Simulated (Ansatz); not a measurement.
# The stack of antimonene under In2Se2, shifted by a third of the diagonal between two gates, part 3 of 4

How do the bands of the stack of antimonene under In2Se2, shifted by a third of the diagonal follow a displacement field between two gates?

Ansatz 0.2.0; plane-wave DFT, PBE-D3(BJ), Ansatz PAW.

So far, gap along the path (eV): step 3 (gated layer, displacement field 0) 0.602; step 4 (displacement field 0.543 V/nm) 0.625; step 5 (displacement field 1.09 V/nm) 0.649.

## (6) Gated layer, displacement field 2.17 V/nm

Input file input.yaml:

```yaml
crystal:
  lattice:
    - [4.0502322034, 0.0, 0.0]
    - [-2.0251161017, 3.5076039794, 0.0]
    - [0.0, 0.0, 49.8601686749]
  atoms:
    - { symbol: Sb, position: [0.6666666667, 0.3333333333, 0.3991161789] }
    - { symbol: Sb, position: [0.3333333333, 0.6666666667, 0.4322940874] }
    - { symbol: Se, position: [0.6666666667, 0.3333333333, 0.4931779882] }
    - { symbol: In, position: [0.3333333333, 0.6666666667, 0.5190462272] }
    - { symbol: In, position: [0.3333333333, 0.6666666667, 0.5752018419] }
    - { symbol: Se, position: [0.6666666667, 0.3333333333, 0.6008838211] }
  periodic: [true, true, false]
  symmetry: { detect: true }
kpoints:
  mp_grid: { grid: [42, 42, 1] }
  band_path:
    path: [[0, 0, 0], [0.5, 0, 0], [0.33333333, 0.33333333, 0], [0, 0, 0]]
    npoints: 16
hamiltonian:
  xc: pbe
  dispersion: d3bj
scf:
  occupations: { method: fermi_dirac, width: 0.02585 }
  convergence: { dr2_threshold: 1.0e-10 }
output:
  forces: true
  eigenvalues: true
  dos: { projected: true, e_range: [-3, 3], de: 0.01 }
  write_potential: true
  write_density: true
  volumetric_format: npy
  elf: true
external_charges:
  - { charge: 0, barrier: 10, axis: 3, height: 34.46, sigma: 0.25 }
  - { charge: -0.017048, axis: 3, height: 35.96, sigma: 0.5 }
  - { charge: 0, barrier: 10, axis: 3, height: 15.4, sigma: 0.25 }
  - { charge: 0.017048, axis: 3, height: 13.9, sigma: 0.5 }
```

Run with:

```console
ansatz run input.yaml --threads 8 --pin off --max-ram 12288MiB --backend cpu --events-out ev --progress --plain --runs-dir out
```

Numbers of over 12 decimals in the logs are rounded to 6 here.

The log of the run:

```text
[...]
Crystal: 6 atoms, lattice volume = 708.344 Å³
Basis set: ecut = 420 eV, 13847 PW (Γ), exchange–correlation on 60×60×720 points (8 copies of the dense FFT grid, shifted against one another)
Bands: 53, of which v1, the nominal top of the filled ones, is band 44 counted from 1 (43 counted from 0)
Symmetry: 6 space group operations
[...]
k-points: 169 of 1764 (time reversal used)
[...]
--- Band table (eV; the first three rows and the last of 169) ---
  k-point 0: bands = [... 40 lower, -6.3284, -5.3250, -4.8516, -4.8516, -4.1547, -3.2115, -2.7326, -2.0876, ... 5 higher]
  k-point 1: bands = [... 40 lower, -6.3350, -5.3158, -4.9359, -4.8677, -4.1087, -3.1703, -2.6876, -2.1044, ... 5 higher]
  k-point 2: bands = [... 40 lower, -6.2963, -5.3212, -5.1123, -4.9144, -4.0061, -3.0591, -2.5821, -2.1344, ... 5 higher]
  k-point 168: bands = [... 40 lower, -7.2952, -7.2938, -6.6300, -6.6210, -3.8414, -3.1614, -2.8988, -2.0859, ... 5 higher]
[key lines of the parts left out:]
SCF converged after 17 iterations
Free energy (F): -35106.367192 eV
Fermi energy:    -4.487386 eV
```

Wall time 2.8 min (8 threads of Arm Neoverse V2, shared host); peak memory 4.6 GiB; 22 min of CPU time.

The density of states has structure finer than the step of the table below, so its rows give means over 0.2 eV, whole bins alone (the curve runs from -3 to 2.32 eV). Peaks (eV: height): -2.98: 8.83, -2.92: 11.0, -2.77: 9.49, -2.53: 11.3, -2.41: 8.22, -1.56: 13.2, 1.56: 9.25.

Density of states against energy, zero at the Fermi level of the run, which the smearing sets inside the gap; means over each step:

```
energy (eV)  density of states (states/eV a cell)
       -2.8                                  6.82
       -2.6                                  6.69
       -2.4                                  5.35
       -2.2                                  4.14
       -2.0                                  4.17
       -1.8                                  4.84
       -1.6                                  4.74
       -1.4                                  1.97
       -1.2                                  1.63
       -1.0                                  1.47
       -0.8                                  1.62
       -0.6                                  1.43
       -0.4                                 0.212
       -0.2                                     0
        0.0                                     0
        0.2                                     0
        0.4                                0.0934
        0.6                                  1.28
        0.8                                  2.80
        1.0                                  3.87
        1.2                                  4.24
        1.4                                  6.84
        1.6                                  5.80
        1.8                                  2.60
        2.0                                  2.71
        2.2                                  2.78
```

The gap, the smaller of path and mesh, is 0.697 eV.

## (7) Gated layer, displacement field 4.34 V/nm

Changes to input.yaml since step 6:

```diff
@@ -35,4 +35,4 @@
   - { charge: 0, barrier: 10, axis: 3, height: 34.46, sigma: 0.25 }
-  - { charge: -0.017048, axis: 3, height: 35.96, sigma: 0.5 }
+  - { charge: -0.034096, axis: 3, height: 35.96, sigma: 0.5 }
   - { charge: 0, barrier: 10, axis: 3, height: 15.4, sigma: 0.25 }
-  - { charge: 0.017048, axis: 3, height: 13.9, sigma: 0.5 }
+  - { charge: 0.034096, axis: 3, height: 13.9, sigma: 0.5 }
```

The log of the run:

```text
[...]
Crystal: 6 atoms, lattice volume = 708.344 Å³
Basis set: ecut = 420 eV, 13847 PW (Γ), exchange–correlation on 60×60×720 points (8 copies of the dense FFT grid, shifted against one another)
Bands: 53, of which v1, the nominal top of the filled ones, is band 44 counted from 1 (43 counted from 0)
Symmetry: 6 space group operations
[...]
k-points: 169 of 1764 (time reversal used)
[...]
--- Band table (eV; the first three rows and the last of 169) ---
  k-point 0: bands = [... 40 lower, -6.2926, -5.3772, -4.9841, -4.9841, -4.1892, -3.2256, -2.8370, -2.2210, ... 5 higher]
  k-point 1: bands = [... 40 lower, -6.2992, -5.3757, -5.0624, -5.0002, -4.1413, -3.1836, -2.7951, -2.2379, ... 5 higher]
  k-point 2: bands = [... 40 lower, -6.3189, -5.4220, -5.2048, -5.0469, -4.0325, -3.0706, -2.6970, -2.2675, ... 5 higher]
  k-point 168: bands = [... 40 lower, -7.3525, -7.2672, -6.7433, -6.6864, -3.9446, -3.1898, -2.9039, -2.1141, ... 5 higher]
[key lines of the parts left out:]
SCF converged after 17 iterations
Free energy (F): -35106.311033 eV
Fermi energy:    -4.570208 eV
```

The job ended after 2.8 min (8 threads; peak memory 4.6 GiB; 22 min of CPU time).

Running mean over a fixed 2.6 Å (it still follows the layers) of the planar mean; beyond a gate it holds the 10 eV model barrier. Table of electron's electrostatic potential energy less the Fermi level by z:

```
z (Å)  electron's electrostatic potential energy less the Fermi level (eV)
    4                                                                 12.3
    5                                                                 12.3
    6                                                                 12.3
    7                                                                 12.3
    8                                                                 12.3
    9                                                                 12.3
   10                                                                 12.3
   11                                                                 12.3
   12                                                                 12.3
   13                                                                 12.3
   14                                                                 12.2
   15                                                                 9.29
   16                                                                 5.90
   17                                                                 3.56
   18                                                                 2.63
   19                                                               -0.752
   20                                                                -4.12
   21                                                                -5.23
   22                                                                -2.36
   23                                                              -0.0572
   24                                                               -0.909
   25                                                                -4.76
   26                                                                -4.41
   27                                                                -2.47
   28                                                                -3.06
   29                                                                -4.99
   30                                                                -2.84
   31                                                                 1.63
   32                                                                 4.60
   33                                                                 5.72
   34                                                                 9.26
   35                                                                 13.5
   36                                                                 16.6
   37                                                                 16.8
   38                                                                 16.9
   39                                                                 16.9
   40                                                                 16.9
   41                                                                 16.9
   42                                                                 16.9
   43                                                                 16.9
   44                                                                 16.9
   45                                                                 16.9
   46                                                                 16.9
```

The gap, the smaller of path and mesh, is 0.795 eV.

## (8) The series together

This step: plane-wave DFT, PBE-D3(BJ), Ansatz PAW; response to a displacement field between two gates (Ansatz 0.2.0).

The potential behind each gate is read from every run and counted from the uncharged case.

Numbers from this step:

| Quantity | Value |
| --- | --- |
| electrostatic distance between the gates | 10.19 Å |
| geometric distance between the gates | 22.06 Å |

Electron's potential behind the upper gate less behind the lower, less the value without field. Table of step of the electron's potential energy between the gates by displacement field D/eps0:

```
displacement field D/eps0 (V/nm)  step of the electron's potential energy between the gates (eV)
                            0.00                                                               0
                            0.54                                                           0.553
                            1.09                                                            1.11
                            2.17                                                            2.21
                            4.34                                                            4.43
```

The smaller of the gaps on the path and on the k-mesh, counted as 0 under 0.03 eV. The gap by displacement field D/eps0:

```
displacement field D/eps0 (V/nm)  gap (eV)
                            0.00     0.602
                            0.54     0.625
                            1.09     0.649
                            2.17     0.697
                            4.34     0.795
```

By hand: 4.34 V/nm over the 22.06 Å between the sheets would give 9.58 V in vacuum; the run has 4.43 V, as over 10.19 Å.

## (9) A changed input

This step: plane-wave DFT, PBE-D3(BJ), Ansatz PAW (Ansatz 0.2.0).

An input spoilt on purpose, to show how the run answers: it repeats the earlier run at 0.543 V/nm with total_charge to 10, and scf.max_iter set to 75.

input.yaml, the sections that differ from step 7:

```yaml
scf:
  occupations: { method: fermi_dirac, width: 0.02585 }
  convergence: { dr2_threshold: 1.0e-10 }
  max_iter: 75
output:
  forces: true
  eigenvalues: true
  write_potential: true
  write_density: true
  volumetric_format: npy
external_charges:
  - { charge: 0, barrier: 10, axis: 3, height: 34.46, sigma: 0.25 }
  - { charge: -0.004262, axis: 3, height: 35.96, sigma: 0.5 }
  - { charge: 0, barrier: 10, axis: 3, height: 15.4, sigma: 0.25 }
  - { charge: 0.004262, axis: 3, height: 13.9, sigma: 0.5 }
total_charge: 10
# crystal, kpoints, hamiltonian: as in step 7
```

The log of the run:

```text
Engine: ansatz 0.2.0, aarch64-unknown-linux-gnu
Pseudopotentials: kind: paw
Pseudopotential: Sb, paw, valence charge 15, recommended cutoff 420 eV (normal), Sb.paw.azcp
Pseudopotential: Se, paw, valence charge 16, recommended cutoff 420 eV (normal), Se.paw.azcp
Pseudopotential: In, paw, valence charge 13, recommended cutoff 420 eV (normal), In.paw.azcp
Functional definition: PBE
  parameter kappa = 0.804
  parameter beta = 0.066725
  exchange = pbe_x(kappa = kappa, mu = beta*pi^2/3)
  correlation = pbe_c(beta = beta)
Crystal: 6 atoms, lattice volume = 708.344 Å³
Basis set: ecut = 420 eV, 13847 PW (Γ), exchange–correlation on 60×60×720 points (8 copies of the dense FFT grid, shifted against one another)
Bands: 47, of which v1, the nominal top of the filled ones, is band 39 counted from 1 (38 counted from 0)
Symmetry: 6 space group operations
Space group: P3m1 (ITA 156), of the structure as read, at distance tolerance 8.9e-5 Å
k-points: 169 of 1764 (time reversal used)
Non-local potential: Sb, projectors of the file, l = 0: 2, l = 1: 2, l = 2: 2, l = 3: 2
Non-local potential: Se, projectors of the file, l = 0: 2, l = 1: 2, l = 2: 3, l = 3: 1
Non-local potential: In, projectors of the file, l = 0: 2, l = 1: 2, l = 2: 2, l = 3: 2
PAW form: soft (Blöchl's): semilocal exchange-correlation on the pseudo side does not see the compensation charge
PAW one-centre angular grid: Sb, 590 points (default); XC on 64 Gauss nodes
PAW one-centre angular grid: Se, 590 points (default); XC on 64 Gauss nodes
PAW one-centre angular grid: In, 590 points (default); XC on 64 Gauss nodes
Initial density: superposition of atomic densities (neutral atoms: chi_scale 0, normalization atom, screened)
Initial wavefunctions: pseudopotential atomic-orbital guess
Functional: x = pbe(κ = 0.804, μ = 0.219515), c = pbe(β = 0.066725)
SCF iter   1: F=—  HF=-37401.112477 eV  |F-HF|=—  |Δ(HF+E_count)|=         —  Δρ=3.50e-1  dr2=6.92e3  ethr=3.10e-3  ⟨swp⟩=91.0  Hψ=344006  notcnv=20  defer=1228
preconditioner: auto → LDOS  [metal: Δε(μ)=0.008 eV  Ē_g=14.848 eV  σ=0.026 eV  W_gap=0.08  n_scr=82 (ndim 8)  ℏωp=10.3 eV  f_vac=0.777  D(μ)=1.40/eV (n_scr^D=8)  β→1.0]
SCF iter   2: F=—  HF=-64317.193574 eV  |F-HF|=—  |Δ(HF+E_count)|=    2.69e4  Δρ=1.34e0  dr2=1.49e5  ethr=3.10e-3  ⟨swp⟩=46.0  Hψ=549130  notcnv=6551  defer=1316  recentre
SCF iter   3: F=—  HF=-37628.832495 eV  |F-HF|=—  |Δ(HF+E_count)|=    2.67e4  Δρ=3.56e-1  dr2=2.27e4  ethr=3.10e-3  ⟨swp⟩=46.0  Hψ=411891  notcnv=1616  defer=1343
SCF iter   4: F=—  HF=-37602.808982 eV  |F-HF|=—  |Δ(HF+E_count)|=    2.60e1  Δρ=4.50e-1  dr2=3.00e4  ethr=3.10e-3  ⟨swp⟩=46.0  Hψ=344274  notcnv=1786  defer=1262
SCF iter   5: F=—  HF=-37080.682505 eV  |F-HF|=—  |Δ(HF+E_count)|=    5.22e2  Δρ=2.08e-1  dr2=3.84e3  ethr=3.10e-3  ⟨swp⟩=34.5  Hψ=143259  notcnv=6  defer=1096
SCF iter   6: F=—  HF=-36928.947071 eV  |F-HF|=—  |Δ(HF+E_count)|=    1.52e2  Δρ=1.73e-1  dr2=2.37e3  ethr=3.10e-3  ⟨swp⟩=28.7  Hψ=95978  notcnv=50  defer=1346
SCF iter   7: F=—  HF=-36819.244032 eV  |F-HF|=—  |Δ(HF+E_count)|=    1.10e2  Δρ=8.89e-2  dr2=8.04e1  ethr=3.10e-3  ⟨swp⟩=45.9  Hψ=177186  notcnv=318  defer=1310
SCF iter   8: F=—  HF=-36803.961239 eV  |F-HF|=—  |Δ(HF+E_count)|=    1.53e1  Δρ=6.44e-2  dr2=4.36e1  ethr=3.10e-3  ⟨swp⟩=23.0  Hψ=74926  notcnv=10  defer=1316
SCF iter   9: F=—  HF=-36801.652422 eV  |F-HF|=—  |Δ(HF+E_count)|=    2.31e0  Δρ=6.11e-2  dr2=2.79e1  ethr=3.10e-3  ⟨swp⟩=10.7  Hψ=37533  notcnv=0  defer=1295
SCF iter  10: F=—  HF=-36804.270242 eV  |F-HF|=—  |Δ(HF+E_count)|=    2.62e0  Δρ=5.96e-2  dr2=5.92e1  ethr=3.10e-3  ⟨swp⟩=14.9  Hψ=49815  notcnv=0  defer=1270
[...]
SCF iter  25: F=—  HF=-36790.852289 eV  |F-HF|=—  |Δ(HF+E_count)|=   1.28e-4  Δρ=5.64e-6  dr2=2.93e-7  ethr=5.96e-9  ⟨swp⟩=10.4  Hψ=40563  notcnv=0  defer=607
SCF iter  26: F=—  HF=-36790.852288 eV  |F-HF|=—  |Δ(HF+E_count)|=   2.36e-7  Δρ=3.07e-6  dr2=8.72e-8  ethr=3.76e-10  ⟨swp⟩=21.2  Hψ=77902  notcnv=0  defer=529
SCF iter  27: F=—  HF=-36790.852289 eV  |F-HF|=—  |Δ(HF+E_count)|=   9.45e-8  Δρ=9.68e-7  dr2=1.76e-8  ethr=1.12e-10  ⟨swp⟩=11.1  Hψ=38933  notcnv=0  defer=507
SCF iter  28: F=—  HF=-36790.852289 eV  |F-HF|=—  |Δ(HF+E_count)|=   3.00e-8  Δρ=3.48e-7  dr2=2.47e-9  ethr=2.26e-11  ⟨swp⟩=12.8  Hψ=39474  notcnv=0  defer=467
```

Run time: 10 min. Hardware: 8 threads; peak memory 4.2 GiB.

Residual by cycle:

cycle, log10 residual and a bar from the least value:
```
        1        3.8 #############################
        3        4.4 ##############################
        6        3.4 ############################
        8        1.6 ########################
       11        2.4 #########################
       13        1.6 ########################
       16       -0.3 ###################
       18       -1.5 ################
       21       -3.6 ############
       23       -4.9 #########
       26       -7.1 ####
       28       -8.6
```

The run was cut off at its time limit.

After 28 cycles the residual stands at 2.5e-9.

The fault put into the input: a charge far larger than the gates balance.

(Part 3 of 4 ends here.)

[Logs are printed without paths, hosts, clocks, repeated set-up lines and the standing remarks that a program may print on its own settings, such as how far it seeks lower states.]

[Hosts, paths, dates, database ids (printed as entryN), source tags and the programs' standing remarks are cut or masked in the printed files.]

[Maps of the electrostatic potential energy from Ansatz leave out the sawtooth potential of an applied field or a dipole correction, so their vacuum need not be flat; planar profiles and work functions include it.]

[The density of states shown here was stored with 400 of the rows of the run's finer table, so its peaks can read low, often by over a quarter, or be missed, and its means over a window can be off by a tenth or more.]
